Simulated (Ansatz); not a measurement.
Runs of Ansatz 0.2.0 on PbSe (Clausthalite). Symmetry: Fm-3m, No. 225, cubic system. Conventional cell: a = 6.121 Å, b = 6.121 Å, c = 6.121 Å, α = 90.00°, β = 90.00°, γ = 90.00°. Pb (site symmetry m-3m) is surrounded by 6 Se at 3.06 Å. Se (site symmetry m-3m) has 6 Pb at 3.06 Å as nearest neighbours. 

| level | k mesh | mesh quality | gap on the mesh (eV) | pressure (GPa) | relaxed volume (Å³/atom) |
| --- | --- | --- | --- | --- | --- |
| RPBE+D4 | 8 × 8 × 8 | not flagged | - | 0.0 | 28.83 |
| PBEsol+D3(BJ) | 8 × 8 × 8 | not flagged | - | 0.0 | 27.30 |
| RPBE+D3(BJ) | 8 × 8 × 8 | not flagged | 0.47 | 0.0 | 23.70 |
| revPBE+D3(BJ) | 8 × 8 × 8 | not flagged | - | 0.0 | 28.53 |
| HSE06 | 4 × 4 × 4 | coarse | (a) | 0.0 | (b) |

Alike in all rows: task relaxation of cell and atoms; potentials or basis Ansatz PAW; no spin polarisation; cell relaxed; cutoff (eV) 420; smearing fermi-dirac 0.05 eV.

Estimate the missing entries.

(a) 0.79; (b) 29.42.

Caveats: some runs use coarse meshes; the plane-wave basis is chosen anew once the cell has moved, so the energies of steps on either side of that aren't comparable; the PAW data sets come from PBE, with cores solved anew for the run's functional, which leaves a small shift of forces and pressure; spin-orbit coupling is left out, which as a rule narrows the gap of such compounds by several tenths of an eV (some runs); the volume moved by over 15 % at a fixed basis, so the end points are rough (some runs); the volume moved by -17 % from the deposited cell, more than functionals usually miss (some runs).

A k mesh can miss the band edges, and the runs leave out spin-orbit coupling on Pb, Se.

Runs at the PBE level aren't shown here.
